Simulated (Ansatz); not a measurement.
# How many bands does the GW gap of PbO (honeycomb monolayer) need?

How do accuracy and time trade against each other in G0W0 on PbO (honeycomb monolayer)?

Calculated with Ansatz 0.2.0; G0W0 on PBE, plane waves, PAW.

## (1) Starting point

The cell holds 2 atoms: 1 Pb and 1 O. Its edges and angles: a = 3.617 Å, b = 3.617 Å, c = 25.000 Å, α = 90.0°, β = 90.0°, γ = 120.0°. Vacuum lies along c.

The structure was relaxed with PBE. The runs that relaxed it are not among those shown. Spin-orbit coupling is left out unless a step names it. The default PAW set here is soft_2. Its files were made with PBE. The Coulomb interaction is cut off across the vacuum.

## (2) 61 empty bands, screening to 21 eV

Now the one-shot GW correction: screening in the RPA, then the self-energy of the levels asked for.

File input.yaml:

```yaml
crystal:
  lattice:
    - [3.616875005, 0.0, 0.0]
    - [-1.8084375025, 3.1323056367, 0.0]
    - [0.0, 0.0, 25.0]
  atoms:
    - { symbol: Pb, position: [0.3333333333, 0.6666666667, 0.4816239087] }
    - { symbol: O, position: [0.6666666667, 0.3333333333, 0.5183760913] }
  periodic: [true, true, false]
kpoints:
  mp_grid: { grid: [6, 6, 1] }
hamiltonian:
  xc: pbe
scf:
  occupations: { method: fixed }
gw:
  n_empty_bands: 61
  ecut_chi: 21.0
  qp_bands: [v2, c2]
  qp_kpoints: band_edges
  screening: { model: contour_deformation }
```

Run with:

```bash
> ansatz run input.yaml --threads 4 --pin off --max-ram 13824MiB --backend cpu --events-out ev --progress --plain --runs-dir out
```

Numbers of over 12 decimals in the logs are rounded to 6 here.

What it wrote:

```text
Engine: ansatz 0.2.0, aarch64-unknown-linux-gnu
Pseudopotentials: kind: paw
Pseudopotential: Pb, paw, valence charge 14, recommended cutoff 420 eV (normal), Pb.paw.azcp
Pseudopotential: O, paw, valence charge 6, recommended cutoff 420 eV (normal), O.paw.azcp
Functional definition: PBE
  parameter kappa = 0.804
  parameter beta = 0.066725
  exchange = pbe_x(kappa = kappa, mu = beta*pi^2/3)
  correlation = pbe_c(beta = beta)
Crystal: 2 atoms, lattice volume = 283.229 Å³
Basis set: ecut = 420 eV, 5507 PW (Γ)
Bands: 14, of which v1, the nominal top of the filled ones, is band 10 counted from 1 (9 counted from 0)
Symmetry: 6 space group operations
Space group: P3m1 (ITA 156), of the structure as read, at distance tolerance 6.6e-5 Å
k-points: 7 of 36 (time reversal used)
Non-local potential: Pb, projectors of the file, l = 0: 2, l = 1: 2, l = 2: 2, l = 3: 2
Non-local potential: O, projectors of the file, l = 0: 2, l = 1: 2, l = 2: 1
PAW form: soft (Blöchl's): semilocal exchange-correlation on the pseudo side does not see the compensation charge
PAW one-centre angular grid: Pb, 590 points (default); XC on 64 Gauss nodes
PAW one-centre angular grid: O, 110 points (default); XC on 64 Gauss nodes
Initial density: superposition of atomic densities (neutral atoms: chi_scale 0, normalization atom), corrected by the library's trained network
Initial wavefunctions: pseudopotential atomic-orbital guess
Functional: x = pbe(κ = 0.804, μ = 0.219515), c = pbe(β = 0.066725)
SCF iter   1: F=—  HF=-12472.898800 eV  |F-HF|=—  |Δ(HF+E_count)|=         —  Δρ=2.11e-3  dr2=1.91e-2  ethr=1.77e-3  ⟨swp⟩=6.3  Hψ=615  notcnv=0  defer=14
preconditioner: auto → none  [insulator: Δε(μ)=1.837 eV  Ē_g=15.706 eV  n_scr=12 (ndim 8)  ℏωp=9.9 eV  f_vac=0.801  ε∞_Penn≈1.4]
SCF iter   2: F=—  HF=-12472.907065 eV  |F-HF|=—  |Δ(HF+E_count)|=   8.27e-3  Δρ=3.27e-3  dr2=6.85e-2  ethr=9.55e-5  ⟨swp⟩=3.9  Hψ=285  notcnv=0  defer=14
SCF iter   3: F=—  HF=-12472.898193 eV  |F-HF|=—  |Δ(HF+E_count)|=   8.87e-3  Δρ=1.06e-3  dr2=3.98e-3  ethr=9.55e-5  ⟨swp⟩=4.7  Hψ=230  notcnv=0  defer=14
SCF iter   4: F=—  HF=-12472.897965 eV  |F-HF|=—  |Δ(HF+E_count)|=   2.28e-4  Δρ=2.39e-4  dr2=1.51e-4  ethr=1.99e-5  ⟨swp⟩=3.6  Hψ=206  notcnv=0  defer=14
SCF iter   5: F=—  HF=-12472.898032 eV  |F-HF|=—  |Δ(HF+E_count)|=   6.73e-5  Δρ=4.66e-5  dr2=8.13e-6  ethr=7.56e-7  ⟨swp⟩=3.4  Hψ=212  notcnv=0  defer=14
SCF iter   6: F=—  HF=-12472.898044 eV  |F-HF|=—  |Δ(HF+E_count)|=   1.13e-5  Δρ=1.83e-5  dr2=6.17e-7  ethr=4.07e-8  ⟨swp⟩=3.6  Hψ=228  notcnv=0  defer=14
SCF iter   7: F=-12472.898046 eV  HF=-12472.898046 eV  |F-HF|=4.63e-8  |Δ(HF+E_count)|=   2.25e-6  Δρ=3.64e-6  dr2=2.31e-8  ethr=5.00e-10  ⟨swp⟩=14.0  Hψ=637  notcnv=0
SCF 1 converged in 7 iterations: F = -12472.898046 eV  dr2 = 2.31e-8
  greatest PAW one-centre occupation: 0.981 electrons in one spin orbital (limit 2), on the Pb atom at site 0 (counted from 0), in its partial waves of l = 2
NSCF: frozen V_eff on 7 k-points
G₀W₀ screening: q 1/7
[... further progress lines ...]
SCF converged after 7 iterations
Free energy (F): -12472.898046 eV
Harris-Foulkes:  -12472.898046 eV  (|F-HF|=4.63e-8)
Internal energy: -12472.898046 eV  (E = F + TS)
E sigma→0 (E₀):  -12472.898046 eV
Fermi energy:    -5.787130 eV
--- Per-component energies (eV) ---
  E_band       = -325.311164
  E_kinetic    = 461.628602
  E_local      = -18949.162095  (includes V_loc(G=0)·N_el)
  E_nonlocal   = 398.739667
  E_hartree    = 9179.566143
  E_xc         = -293.509401
  E_vxc        = -225.112203  (∫ρ·V_xc dr)
  E_paw        = -10563.696879  (= ΣΔE_a)
  E_vpaw       = -370.536756  (= ΣTr[D̂ρ^β])
  E_aug_tail   = 0.002389  (compensation charges beyond the density's cutoff)
  E_ewald      = 7293.533528
  E_smearing   = -0.000000  (= −TS)
  E_closure    = 0.000000  (closes the sum)
  Σ components = -12472.898046   (vs F -12472.898046, Δ=0.00e0)
--- Band table (eV; the first three rows and the last of 7) ---
  k-point 0: bands = [... 6 lower, -12.3096, -7.0754, -7.0754, -6.2553, -4.0207, -1.3581 (-1.4117°), -0.4058, 0.8603]
  k-point 1: bands = [... 6 lower, -12.3000, -7.7425, -7.2822, -5.9275, -3.3118, -0.9472 (-0.9948°), -0.1459, 0.1821]
  k-point 2: bands = [... 6 lower, -12.4907, -8.1308, -7.6864, -5.8230, -2.7366, -1.3825 (-1.3825°), 0.3376, 1.2347]
  k-point 6: bands = [... 6 lower, -12.6252, -9.1171, -7.3229, -5.9054, -2.0634, -1.1762, -0.2709, 2.8107]
  ° read free of the cell's end (the report's vacuum.weakly_bound_levels)
--- G₀W₀: contour deformation, 6 samples at zero and on the imaginary axis and 2 off it, 36 q-points, 61 empty bands' worth ---
  eigenvalues of the whole cell's RPA ε∞ on this k-mesh (on a slab, of 1 + 4πα/V) = 1.1145, 1.8747, 1.8747; static W/v taken at q = 0 is 0.697160
  gw.qp_kpoints: band_edges: 7 of 7 stored k-points solved, in 1 pass; an edge of the gap read off the rows below is read off those points alone
    ik  band        ε_KS         Σx   Σc(E_QP)       V_xc       Z   E_QP_lin       E_QP  E_QP is
     0     9     -7.0754   -25.0409     4.1019   -20.3661  0.6994    -7.6641    -7.6482  root
     0    10     -6.2553   -22.9464     3.9794   -18.1823  0.6995    -7.0705    -7.0400  root
     0    11     -4.0207    -6.1947    -2.1444    -9.1745  0.8060    -3.1683    -3.1853  root
     0    12     -1.3581    -0.9690    -0.7934    -1.9286  0.9058    -1.1927    -1.1919  root
     1     9     -7.2822   -24.6959     4.1378   -19.9789  0.6921    -7.8721    -7.8613  root
     1    10     -5.9275   -23.4098     3.8104   -18.8488  0.7097    -6.7016    -6.6781  root
     1    11     -3.3118    -6.9682    -2.2444   -10.1569  0.7966    -2.3375    -2.3676  root
     1    12     -0.9472    -1.2035    -0.9012    -2.3297  0.8969    -0.7213    -0.7222  root
     2     9     -7.6864   -24.0313     4.2235   -19.2344  0.6958    -8.2863    -8.2598  root
     2    10     -5.8230   -22.6650     3.4076   -18.5684  0.7214    -6.5299    -6.5121  root
     2    11     -2.7366    -7.9724    -2.4841   -11.5594  0.7898    -1.5894    -1.6337  root
     2    12     -1.3825    -7.8914    -2.5844   -11.5490  0.7790    -0.2648    -0.3094  root
     3     9     -7.8844   -23.7075     4.2689   -18.8733  0.6780    -8.4709    -8.4496  root
     3    10     -5.9696   -21.4141     2.9992   -17.7827  0.7307    -6.6166    -6.6018  root
     3    11     -3.3045    -9.4049    -2.0798   -12.4733  0.7857    -2.2917    -2.3159  root
     3    12     -0.6505    -8.3934    -2.9295   -12.5770  0.7458     0.6087     0.6035  root
     4     9     -7.7879   -23.4664     4.2271   -18.6321  0.6900    -8.4311    -8.3951  root
     4    10     -5.7871   -22.8992     3.4982   -18.6955  0.7192    -6.5114    -6.4927  root
     4    11     -2.2973    -7.8350    -2.4191   -11.3141  0.7865    -1.1852    -1.2373  root
     4    12     -1.3486    -8.6765    -2.8188   -12.7316  0.7652    -0.0654    -0.1123  root
     5     9     -7.6264   -22.8046     4.4691   -17.6332  0.6837    -8.3849    -8.3286  root
     5    10     -5.8702   -21.4659     2.9317   -17.9284  0.7338    -6.4887    -6.4760  root
     5    11     -2.5979    -9.7307    -2.2943   -13.0858  0.7764    -1.4957    -1.5372  root
     5    12     -0.7603    -8.3858    -2.9130   -12.5635  0.7371     0.5009     0.5044  root
     6     9     -7.3229   -23.8152     4.7980   -18.2454  0.6420    -8.1119    -8.0947  root
     6    10     -5.9054   -20.2901     2.4482   -17.3313  0.7472    -6.4242    -6.4159  root
     6    11     -2.0634    -9.8541    -2.5300   -13.4291  0.7608    -0.9697    -1.0184  root
     6    12     -1.1762    -8.3535    -2.6922   -12.1089  0.7398    -0.1063    -0.1130  root
```

Elapsed: 12 s, on 4 threads of Arm Neoverse V1, shared host; peak memory 0.66 GiB; 43 s of CPU time.

In the SCF lines HF is the Harris–Foulkes energy and dr2 the Hartree energy of the density residual, in eV; the loop may stop once dr2 is under the threshold and the program's other checks hold. Hψ counts applications of the Hamiltonian.

This step gave:

* bands summed: 71
* plane waves in the screening matrix: 73
* q-points in the mesh: 36
* G0W0 gap on the mesh: 3.231 eV
* k of the valence top: 0.3333, 0.3333, 0
* k of the conduction bottom: 0, 0, 0
* starting gap on the mesh: 1.766 eV
* Z at the valence top: 0.7472
* Z at the conduction bottom: 0.8060
* least direct G0W0 gap on the computed points: 3.855 eV

The gap on the mesh goes from 1.77 eV to 3.23 eV, a correction of +1.46 eV, though a band edge has moved to another state.

## (3) 175 empty bands, screening to 42 eV

Another rung: the empty bands reach about as high as the screening cutoff, so the two stay in balance.

Edit input.yaml of step 2 so:

```diff
@@ -16,4 +16,4 @@
 gw:
-  n_empty_bands: 61
-  ecut_chi: 21.0
+  n_empty_bands: 175
+  ecut_chi: 42.0
   qp_bands: [v2, c2]
```

What it wrote:

```text
[...]
Crystal: 2 atoms, lattice volume = 283.229 Å³
Basis set: ecut = 420 eV, 5507 PW (Γ)
Bands: 14, of which v1, the nominal top of the filled ones, is band 10 counted from 1 (9 counted from 0)
Symmetry: 6 space group operations
[...]
k-points: 7 of 36 (time reversal used)
[...]
SCF iter   1: F=—  HF=-12472.898800 eV  |F-HF|=—  |Δ(HF+E_count)|=         —  Δρ=2.11e-3  dr2=1.91e-2  ethr=1.77e-3  ⟨swp⟩=6.3  Hψ=615  notcnv=0  defer=14
[...]
SCF iter   7: F=-12472.898046 eV  HF=-12472.898046 eV  |F-HF|=4.63e-8  |Δ(HF+E_count)|=   2.25e-6  Δρ=3.64e-6  dr2=2.31e-8  ethr=5.00e-10  ⟨swp⟩=14.0  Hψ=637  notcnv=0
SCF 1 converged in 7 iterations: F = -12472.898046 eV  dr2 = 2.31e-8
[...]
NSCF: frozen V_eff on 7 k-points
G₀W₀ screening: q 1/7
[... further progress lines ...]
SCF converged after 7 iterations
Free energy (F): -12472.898046 eV
[...]
Internal energy: -12472.898046 eV  (E = F + TS)
E sigma→0 (E₀):  -12472.898046 eV
Fermi energy:    -5.787130 eV
[...]
--- Band table (eV; the first three rows and the last of 7) ---
  k-point 0: bands = [... 6 lower, -12.3096, -7.0754, -7.0754, -6.2553, -4.0207, -1.3581 (-1.4117°), -0.4058, 0.8603]
  k-point 1: bands = [... 6 lower, -12.3000, -7.7425, -7.2822, -5.9275, -3.3118, -0.9472 (-0.9948°), -0.1459, 0.1821]
  k-point 2: bands = [... 6 lower, -12.4907, -8.1308, -7.6864, -5.8230, -2.7366, -1.3825 (-1.3825°), 0.3376, 1.2347]
  k-point 6: bands = [... 6 lower, -12.6252, -9.1171, -7.3229, -5.9054, -2.0634, -1.1762, -0.2709, 2.8107]
  ° read free of the cell's end (the report's vacuum.weakly_bound_levels)
[...]
0     9     -7.0754   -25.0409     4.2996   -20.3661  0.6851    -7.4576    -7.4506  root
     0    10     -6.2553   -22.9464     4.1868   -18.1823  0.6865    -6.8476    -6.8326  root
     0    11     -4.0207    -6.1947    -2.2550    -9.1745  0.8040    -3.2835    -3.2959  root
     0    12     -1.3581    -0.9690    -0.8091    -1.9286  0.9049    -1.2079    -1.2077  root
     1     9     -7.2822   -24.6959     4.3199   -19.9789  0.6790    -7.6850    -7.6791  root
     1    10     -5.9275   -23.4098     4.0382   -18.8488  0.6947    -6.4607    -6.4503  root
     1    11     -3.3118    -6.9682    -2.3431   -10.1569  0.7933    -2.4439    -2.4663  root
     1    12     -0.9472    -1.2035    -0.9289    -2.3297  0.8971    -0.7491    -0.7499  root
[...]
6     9     -7.3229   -23.8152     5.0162   -18.2454  0.6292    -7.8748    -7.8766  root
     6    10     -5.9054   -20.2901     2.4319   -17.3313  0.7346    -6.4410    -6.4323  root
     6    11     -2.0634    -9.8541    -2.5609   -13.4291  0.7540    -1.0061    -1.0493  root
     6    12     -1.1762    -8.3535    -2.7860   -12.1089  0.7372    -0.2016    -0.2068  root
```

It took 39 s on 4 threads; peak memory 1.4 GiB.

Numbers from this step:

- bands summed: 185
- plane waves in the screening matrix: 153
- q-points in the mesh: 36
- G0W0 gap on the mesh: 3.001 eV
- k of the valence top: 0.1667, 0.1667, 0
- k of the conduction bottom: 0, 0, 0
- starting gap on the mesh: 1.766 eV
- Z at the valence top: 0.7039
- Z at the conduction bottom: 0.8040
- least direct G0W0 gap on the computed points: 3.537 eV

Against the run with 6×6×1 mesh, 61 empty bands, screening to 21 eV, the gap moves by −0.23 eV.

## (4) 376 empty bands, screening to 70 eV

Edit input.yaml of step 3 so:

```diff
@@ -15,5 +15,6 @@
   occupations: { method: fixed }
+  convergence: { dr2_threshold: 1.0e-10 }
 gw:
-  n_empty_bands: 175
-  ecut_chi: 42.0
+  n_empty_bands: 376
+  ecut_chi: 70.0
   qp_bands: [v2, c2]
```

What it wrote:

```text
[...]
Crystal: 2 atoms, lattice volume = 283.229 Å³
Basis set: ecut = 420 eV, 5507 PW (Γ)
Bands: 14, of which v1, the nominal top of the filled ones, is band 10 counted from 1 (9 counted from 0)
Symmetry: 6 space group operations
[...]
k-points: 7 of 36 (time reversal used)
[...]
1    12     -0.9447    -1.2074    -0.9576    -2.3344  0.8973    -0.7748    -0.7754  root
[...]
6     9     -7.3227   -23.8151     4.9797   -18.2453  0.6231    -7.9126    -7.9127  root
     6    10     -5.9052   -20.2901     2.2738   -17.3313  0.7301    -6.6054    -6.5903  root
     6    11     -2.0633    -9.8540    -2.6680   -13.4292  0.7513    -1.1267    -1.1562  root
     6    12     -1.1761    -8.3534    -2.8972   -12.1090  0.7357    -0.3145    -0.3177  root
[key lines of the parts left out:]
SCF converged after 9 iterations
Free energy (F): -12472.898046 eV
Fermi energy:    -5.786948 eV
```

Run time: 2.6 min. Hardware: 4 threads; peak memory 3.1 GiB; 9.9 min of CPU time.

Numbers from this step:

- bands summed: 386
- plane waves in the screening matrix: 413
- G0W0 gap on the mesh: 2.975 eV
- k of the valence top: 0.1667, 0.1667, 0
- k of the conduction bottom: 0, 0, 0
- starting gap on the mesh: 1.766 eV
- least direct G0W0 gap on the computed points: 3.473 eV

Against the run with 6×6×1 mesh, 175 empty bands, screening to 42 eV, the gap moves by −0.03 eV.

[end of part 1 of 2]

[Paths, hosts, dates, memory and timing lines, banners, echoed tables and standing remarks are left out of the program output.]

[Logs are printed without paths, hosts, clocks, repeated set-up lines and the standing remarks that a program may print on its own settings, such as how far it seeks lower states.]

[Runs of the session that timed out or met a known fault of the program may be left out.]

[Cells called generated may have been cut or substituted from an entry of the Crystallography Open Database or the Materials Project.]

[Hosts, paths, dates, database ids (printed as entryN), source tags and the programs' standing remarks are cut or masked in the printed files.]
